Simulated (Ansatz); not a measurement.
**Sn: symmetry broken, then relaxed**

This session takes Sn and sets out to break the symmetry and see whether a relaxation comes back.

Computed with Ansatz 0.2.0 (DFT r2SCAN, scalar-relativistic, plane waves, PAW, unless a step's input says otherwise).

2 further runs of the same task are left out: 2 set aside as unsound or not needed.

### Step 1. The system as given

It takes space group I4/mmm (No. 139, tetragonal). The conventional cell has a = 3.242 Å, b = 3.242 Å, c = 5.199 Å, α = 90.00°, β = 90.00°, γ = 90.00°. Around Sn (site symmetry 4/mmm) lie 12 Sn at 3.24 to 3.47 Å.

Coordinates:

```xyz
4
Lattice="-3.2422 3.2422 0.0000 3.2422 3.2422 0.0000 0.0000 0.0000 -5.1990" Properties=species:S:1:pos:R:3 pbc="T T T"
Sn   -1.6211    1.6211   -2.5995
Sn    0.0000    0.0000    0.0000
Sn    1.6211    1.6211   -2.5995
Sn    0.0000    3.2422    0.0000
```

It is built from the cell relaxed beforehand with the same method (27.33 Å³/atom).

### Step 2. The undisturbed cell

File input.yaml:

```yaml
crystal:
  lattice:
    - [-3.2422257866, 3.2422257866, 0.0]
    - [3.2422257866, 3.2422257866, 0.0]
    - [0.0, 0.0, -5.1990312804]
  atoms:
    - { symbol: Sn, position: [0.5, 0.0, 0.5] }
    - { symbol: Sn, position: [0.0, 0.0, 0.0] }
    - { symbol: Sn, position: [0.0, 0.5, 0.5] }
    - { symbol: Sn, position: [0.5, 0.5, 0.0] }
basis:
  ecutwfc: 500
kpoints:
  mp_grid: { grid: [8, 8, 8] }
hamiltonian:
  xc: r2scan
scf:
  occupations: { method: gaussian, width: 0.15 }
output:
  forces: true
  stress: true
  eigenvalues: true
```

The run is started by

```sh
$ ansatz run input.yaml --threads 1 --pin off --max-ram 2560MiB --backend cpu --events-out ev --progress --plain --runs-dir out
```

What it wrote (excerpt; [...] marks lines left out):

```text
Warning: RAYON_NUM_THREADS=1 ignored (pool sized by the plan → 1); use --threads N
[...]
Pseudopotentials: kind: paw
Pseudopotential: Sn, paw, valence charge 14, recommended cutoff 500 eV (meta_gga), Sn.paw.azcp
Functional definition: r2SCAN
[...]
Crystal: 4 atoms, lattice volume = 109.305 Å³
Basis set: ecut = 500 eV, 2799 PW (Γ), exchange–correlation on 144×144×160 points (64 copies of the dense FFT grid, shifted against one another)
Bands: 34, of which v1, the nominal top of the filled ones, is band 28 counted from 1 (27 counted from 0)
Symmetry: 64 space group operations
Space group: I4/mmm (ITA 139), of the structure as read, at distance tolerance 4.8e-5 Å
k-points: 75 of 512
[...]
SCF iter   1: F=—  HF=-24153.527244 eV  |F-HF|=—  |Δ(HF+E_count)|=         —  Δρ=4.96e-3  dr2=1.26e-2  dr2_τ=8.07e-4  ethr=1.77e-3  ⟨swp⟩=6.5  Hψ=10654  notcnv=0
[...]
SCF iter   6: F=-24153.551436 eV  HF=-24153.551436 eV  |F-HF|=8.66e-8  |Δ(HF+E_count)|=   3.91e-6  Δρ=8.56e-6  dr2=7.35e-8  dr2_τ=1.10e-9  ethr=1.79e-10  ⟨swp⟩=8.1  Hψ=13916  notcnv=0
[...]
SCF converged after 6 iterations
Free energy (F): -24153.551436 eV
[...]
E sigma→0 (E₀):  -24153.535418 eV
Entropy (-TS):   -0.032037 eV (-8.009 meV/atom)
Fermi energy:    10.785240 eV
[...]
--- Forces (eV/Å), atoms counted from 1 ---
  atom   1  Sn    -0.00000000    -0.00000000     0.00000000
  atom   2  Sn    -0.00000000    -0.00000000     0.00000000
  atom   3  Sn    -0.00000000    -0.00000000     0.00000000
  atom   4  Sn    -0.00000000    -0.00000000     0.00000000
[...]
--- Stress (GPa, compression-positive) ---
        0.399371      -0.000000      -0.000000
        0.000000       0.399371       0.000000
       -0.000000       0.000000      -0.560701
  P = ⅓ Tr σ = 0.0793 GPa (0.793 kbar)
--- Band table (eV; the first three rows and the last of 75) ---
[...]
```

Wall time 15 s (1 thread of Oxide Virtual Turin-like (Zen 5), shared host); peak memory 0.76 GiB.

The cell is repeated 4 times, 4 atoms in all. Reference values: F = -24153.5514 eV; pressure 0.08 GPa; largest force 0.000 eV/Å; gap on the mesh none (metal).

### Step 3. Breaking the symmetry

All atoms moved at random, sigma 0.1 Å a component. Displacements in the unstrained cell, with the mean shift removed:

```csv
atom,ux (Å),uy (Å),uz (Å)
Sn1,0.102,0.150,0.003
Sn2,-0.040,0.041,-0.130
Sn3,-0.019,-0.041,0.171
Sn4,-0.043,-0.150,-0.043
```

### Step 4. Single point of the disturbed structure

File input.yaml:

```yaml
crystal:
  lattice:
    - [-3.2422257866, 3.2422257866, 0.0]
    - [3.2422257866, 3.2422257866, 0.0]
    - [0.0, 0.0, -5.1990312804]
  atoms:
    - { symbol: Sn, position: [0.5073367483, 0.038791222, 0.4994914948] }
    - { symbol: Sn, position: [0.0124916769, 0.000230104, 0.0250654417] }
    - { symbol: Sn, position: [-0.0033432125, 0.4906939297, 0.4671877149] }
    - { symbol: Sn, position: [0.4835147873, 0.4702847442, 0.0082553486] }
basis:
  ecutwfc: 500
kpoints:
  mp_grid: { grid: [8, 8, 8] }
hamiltonian:
  xc: r2scan
scf:
  occupations: { method: gaussian, width: 0.15 }
output:
  forces: true
  stress: true
  eigenvalues: true
```

The run is started by

```sh
$ ansatz run input.yaml --threads 1 --pin off --max-ram 2560MiB --backend cpu --events-out ev --progress --plain --runs-dir out
```

What it wrote (excerpt; [...] marks lines left out):

```text
Warning: RAYON_NUM_THREADS=1 ignored (pool sized by the plan → 1); use --threads N
[...]
[... 3 set-up lines as earlier in the session ...]
[...]
Crystal: 4 atoms, lattice volume = 109.305 Å³
Basis set: ecut = 500 eV, 2799 PW (Γ), exchange–correlation on 144×144×160 points (64 copies of the dense FFT grid, shifted against one another)
Bands: 34, of which v1, the nominal top of the filled ones, is band 28 counted from 1 (27 counted from 0)
Symmetry: 1 space group operations
Space group: P1 (ITA 1), of the structure as read, at distance tolerance 4.8e-5 Å
k-points: 260 of 512 (time reversal used)
[...]
SCF iter   1: F=—  HF=-24153.446444 eV  |F-HF|=—  |Δ(HF+E_count)|=         —  Δρ=5.29e-3  dr2=1.91e-2  dr2_τ=1.47e-3  ethr=1.77e-3  ⟨swp⟩=7.0  Hψ=37754  notcnv=0
[...]
SCF iter   7: F=-24153.473160 eV  HF=-24153.473160 eV  |F-HF|=2.00e-8  |Δ(HF+E_count)|=   8.04e-7  Δρ=7.04e-6  dr2=6.80e-8  dr2_τ=1.87e-9  ethr=1.79e-10  ⟨swp⟩=10.6  Hψ=45105  notcnv=0
[...]
SCF converged after 7 iterations
Free energy (F): -24153.473160 eV
[...]
E sigma→0 (E₀):  -24153.458963 eV
Entropy (-TS):   -0.028394 eV (-7.099 meV/atom)
Fermi energy:    10.753042 eV
[...]
--- Forces (eV/Å), atoms counted from 1 ---
  atom   1  Sn    -0.25906146    -0.15043348    -0.25431288
  atom   2  Sn    -0.24579301    -0.39512060     0.19802155
  atom   3  Sn     0.36763161     0.27321995    -0.18982675
  atom   4  Sn     0.13722080     0.27233221     0.24612430
[...]
--- Stress (GPa, compression-positive) ---
        1.410200       0.268642      -0.270549
        0.268642       2.603201       0.038468
       -0.270548       0.038469       0.566892
  P = ⅓ Tr σ = 1.5268 GPa (15.268 kbar)
--- Band table (eV; the first three rows and the last of 260) ---
[...]
```

Run time: 2.1 min. Hardware: 1 thread of Oxide Virtual Turin-like (Zen 5), shared host; peak memory 1.2 GiB.

### Step 5. Zero of the scan

File input.yaml:

```yaml
crystal:
  lattice:
    - [0.0, -3.2422257866, 0.0]
    - [-3.2422257866, 0.0, 0.0]
    - [0.0, 0.0, -5.1990312804]
  atoms:
    - { symbol: Sn, position: [0.5, 0.5, 0.5] }
    - { symbol: Sn, position: [0.0, 0.0, 0.0] }
basis:
  ecutwfc: 500
kpoints:
  mp_grid: { grid: [10, 10, 8] }
hamiltonian:
  xc: r2scan
scf:
  occupations: { method: gaussian, width: 0.15 }
output:
  forces: true
  stress: true
  eigenvalues: true
  write_density: true
  write_potential: true
  elf: true
  volumetric_format: npy
```

The run is started by

```sh
$ ansatz run input.yaml --threads 1 --pin off --max-ram 2560MiB --backend cpu --events-out ev --progress --plain --runs-dir out
```

What it wrote (excerpt; [...] marks lines left out):

```text
Warning: RAYON_NUM_THREADS=1 ignored (pool sized by the plan → 1); use --threads N
[...]
[... 3 set-up lines as earlier in the session ...]
[...]
Crystal: 2 atoms, lattice volume = 54.652 Å³
Basis set: ecut = 500 eV, 1383 PW (Γ), exchange–correlation on 96×96×160 points (64 copies of the dense FFT grid, shifted against one another)
Bands: 18, of which v1, the nominal top of the filled ones, is band 14 counted from 1 (13 counted from 0)
Symmetry: 32 space group operations
Space group: I4/mmm (ITA 139), of the structure as read, at distance tolerance 3.8e-5 Å
k-points: 105 of 800
[...]
SCF iter   1: F=—  HF=-12076.775655 eV  |F-HF|=—  |Δ(HF+E_count)|=         —  Δρ=4.78e-3  dr2=5.98e-3  dr2_τ=4.34e-4  ethr=1.77e-3  ⟨swp⟩=5.3  Hψ=8898  notcnv=0
[...]
SCF iter   6: F=-12076.788262 eV  HF=-12076.788262 eV  |F-HF|=4.35e-8  |Δ(HF+E_count)|=   2.43e-6  Δρ=8.91e-6  dr2=4.61e-8  dr2_τ=4.54e-10  ethr=3.57e-10  ⟨swp⟩=8.4  Hψ=14167  notcnv=0
[...]
SCF converged after 6 iterations
Free energy (F): -12076.788262 eV
[...]
E sigma→0 (E₀):  -12076.781868 eV
Entropy (-TS):   -0.012788 eV (-6.394 meV/atom)
Fermi energy:    10.786965 eV
[...]
--- Forces (eV/Å), atoms counted from 1 ---
  atom   1  Sn    -0.00000000     0.00000000     0.00000000
  atom   2  Sn    -0.00000000    -0.00000000     0.00000000
[...]
--- Stress (GPa, compression-positive) ---
        0.446429       0.000000      -0.000000
        0.000000       0.446429       0.000000
       -0.000000       0.000000      -1.045070
  P = ⅓ Tr σ = -0.0507 GPa (-0.507 kbar)
--- Band table (eV; the first three rows and the last of 105) ---
  k-point 0: bands = ["-11.6934", "-11.6305", "-11.6039", "-11.5392", "-11.5312", "-11.5312", "-11.4349", "-11.3949", "-11.3930", "-11.3930", "-0.9121", "4.4445", "6.2444", "14.1371", "14.1371", "17.7077", "18.1585", "18.8462"]
[...]
```

It took 14 s on 1 thread of Oxide Virtual Turin-like (Zen 5), shared host; peak memory 0.5 GiB.

Density in a lattice plane of the grid's cell (edges 3.24 and 5.20 Å, at 0.000 of the third edge), which holds Sn.

Ten even steps from ' ' (0.05 e/Å³) to '@' (16.59 e/Å³):
```
##++::..              ..::++
--::..                  ..::
                            
                            
                            
                            
                            
                            
                            
                            
                            
                            
                            
                            
                            
                            
                            
--::..                  ..::
##++::..              ..::++
@@##--..              ..--##
```
Columns run along the first of these edges and rows up along the second, over one cell in 14 and 20 even steps from the bottom left corner. Atoms in the plane (fractional): Sn at (0.00, 0.00).

ELF in the same plane.

Ten even steps from '0' (0.00) to '9' (0.41):
```
00268899988620
23578998998753
77788987898877
88888866688888
88877665667788
66655566655566
33445677765443
22346788876432
12346899986432
12357899987532
12346899986432
22346788876432
33445677765443
66655566655566
88877665667788
88888866688888
77788987898877
23578998998753
00268899988620
00158899988510
```
Columns run along the first of these edges and rows up along the second, over one cell in 14 and 20 even steps from the bottom left corner. Atoms in the plane (fractional): Sn at (0.00, 0.00).

Both are smooth fields of the valence electrons: close to the nuclei they are not physical.

The cell is repeated 2 times, 2 atoms in all. The reference gives a free energy of -12076.7883 eV, pressure -0.05 GPa, largest force 0.000 eV/Å and gap on the mesh none (metal).

### Step 6. The disturbance

Atom 1 moved 0.15 Å. Displacements in the unstrained cell, with the mean shift removed:

```csv
atom,ux (Å),uy (Å),uz (Å)
Sn1,0.060,-0.020,-0.041
Sn2,-0.060,0.020,0.041
```

### Step 7. Single point of the disturbed structure

File input.yaml:

```yaml
crystal:
  lattice:
    - [0.0, -3.2422257866, 0.0]
    - [-3.2422257866, 0.0, 0.0]
    - [0.0, 0.0, -5.1990312804]
  atoms:
    - { symbol: Sn, position: [0.50626592, 0.4815778945, 0.5078006401] }
    - { symbol: Sn, position: [-0.00626592, 0.0184221055, -0.0078006401] }
basis:
  ecutwfc: 500
kpoints:
  mp_grid: { grid: [10, 10, 8] }
hamiltonian:
  xc: r2scan
scf:
  occupations: { method: gaussian, width: 0.15 }
output:
  forces: true
  stress: true
  eigenvalues: true
```

The run is started by

```sh
$ ansatz run input.yaml --threads 1 --pin off --max-ram 2560MiB --backend cpu --events-out ev --progress --plain --runs-dir out
```

What it wrote (excerpt; [...] marks lines left out):

```text
Warning: RAYON_NUM_THREADS=1 ignored (pool sized by the plan → 1); use --threads N
[...]
[... 3 set-up lines as earlier in the session ...]
[...]
Crystal: 2 atoms, lattice volume = 54.652 Å³
Basis set: ecut = 500 eV, 1383 PW (Γ), exchange–correlation on 96×96×160 points (64 copies of the dense FFT grid, shifted against one another)
Bands: 18, of which v1, the nominal top of the filled ones, is band 14 counted from 1 (13 counted from 0)
Symmetry: 2 space group operations
Space group: P-1 (ITA 2), of the structure as read, at distance tolerance 3.8e-5 Å
k-points: 404 of 800
[...]
SCF iter   1: F=—  HF=-12076.775683 eV  |F-HF|=—  |Δ(HF+E_count)|=         —  Δρ=4.94e-3  dr2=6.70e-3  dr2_τ=4.66e-4  ethr=1.77e-3  ⟨swp⟩=5.3  Hψ=34666  notcnv=0
[...]
SCF iter   6: F=-12076.789053 eV  HF=-12076.789053 eV  |F-HF|=5.49e-8  |Δ(HF+E_count)|=   2.79e-6  Δρ=1.32e-5  dr2=5.99e-8  dr2_τ=6.49e-9  ethr=3.57e-10  ⟨swp⟩=4.9  Hψ=37137  notcnv=0
[...]
SCF converged after 6 iterations
Free energy (F): -12076.789053 eV
[...]
E sigma→0 (E₀):  -12076.782948 eV
Entropy (-TS):   -0.012210 eV (-6.105 meV/atom)
Fermi energy:    10.774434 eV
[...]
--- Forces (eV/Å), atoms counted from 1 ---
  atom   1  Sn     0.06224228    -0.01632210     0.08991557
  atom   2  Sn    -0.06224228     0.01632210    -0.08991557
[...]
--- Stress (GPa, compression-positive) ---
        0.466317       0.004618      -0.209829
        0.004618       0.641457       0.087609
       -0.209829       0.087610      -0.772526
  P = ⅓ Tr σ = 0.1117 GPa (1.117 kbar)
--- Band table (eV; the first three rows and the last of 404) ---
  k-point 0: bands = ["-11.6947", "-11.6311", "-11.6046", "-11.5394", "-11.5347", "-11.5307", "-11.4359", "-11.3968", "-11.3941", "-11.3899", "-0.9280", "4.4487", "6.2581", "14.1240", "14.1538", "17.5840", "17.9535", "18.8942"]
[...]
```

Run time: 42 s. Hardware: 1 thread of Oxide Virtual Turin-like (Zen 5), shared host; peak memory 0.77 GiB.

### Step 8. Relaxing from there

Edit input.yaml of step 7 so:

```diff
@@ -20 +20,5 @@
   eigenvalues: true
+relax:
+  adjacent_minimum: "off"
+  f_tol: 0.01
+  max_steps: 80
```

The run is started by

```sh
$ ansatz run input.yaml --threads 1 --pin off --max-ram 2560MiB --backend cpu --events-out ev --progress --plain --runs-dir out
```

What it wrote (excerpt; [...] marks lines left out):

```text
Warning: output.stress: scf.convergence.dr2_threshold = 1e-7 eV (the SCF's general default) is looser than the 2e-10 eV advised for a printed stress (1e-10 eV for each atom of the cell: 2). What an SCF threshold leaves in a stress goes as its square root, and in the free energy as the [...]
Warning: RAYON_NUM_THREADS=1 ignored (pool sized by the plan → 1); use --threads N
[...]
[... 3 set-up lines as earlier in the session ...]
[...]
Crystal: 2 atoms, lattice volume = 54.652 Å³
Basis set: ecut = 500 eV, 1383 PW (Γ), exchange–correlation on 96×96×160 points (64 copies of the dense FFT grid, shifted against one another)
Bands: 18, of which v1, the nominal top of the filled ones, is band 14 counted from 1 (13 counted from 0)
[... 2 set-up lines as earlier in the session ...]
k-points: 404 of 800
[...]
SCF converged after 2 iterations
Free energy (F): -12076.869301 eV
[...]
E sigma→0 (E₀):  -12076.863885 eV
Entropy (-TS):   -0.010832 eV (-5.416 meV/atom)
Fermi energy:    10.696879 eV
[...]
--- Forces (eV/Å), atoms counted from 1 ---
  atom   1  Sn     0.00078045     0.00010942     0.00605321
  atom   2  Sn    -0.00078045    -0.00010942    -0.00605321
[...]
--- Stress (GPa, compression-positive) ---
       -2.867661      -0.000070      -0.007186
       -0.000070       3.444363       0.000033
       -0.007186       0.000033       2.770591
  P = ⅓ Tr σ = 1.1158 GPa (11.158 kbar)
--- Band table (eV; the first three rows and the last of 404) ---
  k-point 0: bands = ["-11.7510", "-11.7096", "-11.6648", "-11.6014", "-11.5830", "-11.4979", "-11.4815", "-11.4574", "-11.4528", "-11.3854", "-1.0415", "4.5195", "6.0504", "13.9540", "15.0714", "15.6637", "17.8124", "18.9120"]
[...]
--- Relaxed structure (8 steps of the walk, 7 accepted, 0 SCFs on fresh bases) ---
  F+E_penalty+E_count = -12076.86930087 eV   max|allowed force component| = 6.053e-3 eV/Å
  atoms:
    - { symbol: Sn, position: [0.5000417349711318, 0.3610638078786924, 0.5001640763734523] }
    - { symbol: Sn, position: [-4.173497113175823e-5, 0.13893619212130756, -0.00016407637345211882] }
```

It took 6.7 min on 1 thread of Oxide Virtual Turin-like (Zen 5), shared host; peak memory 0.82 GiB.

The steps of the relaxation:

```
step  E - E(step 1) (eV/cell)  largest force component (eV/Å)
   1                   0.0000                          0.0899
   2                  -0.0062                          0.0898
   3                  -0.0297                          0.1397
   4                  -0.0748                          0.0669
   5                  -0.0571                          0.3579
   6                  -0.0800                          0.0088
   7                  -0.0801                          0.0075
   8                  -0.0802                          0.0061
```

Step 1 is the start. Step 5 was tried and not accepted.

### Step 9. Outcome

| quantity | value |
| --- | --- |
| cost of the disturbance (symmetry broken, then relaxed, step 6) | -0.4 meV/atom |
| end of the relaxation, from the reference (symmetry broken, then relaxed, step 6) | -40.5 meV/atom |
| final space group (symmetry broken, then relaxed, step 6) | Pmmn (tolerance 0.05 Å; reference I4/mmm) |

In words: Symmetry broken, then relaxed, step 6: it ends 40.5 meV/atom below the reference in Pmmn: the more symmetric structure was not the lowest nearby.
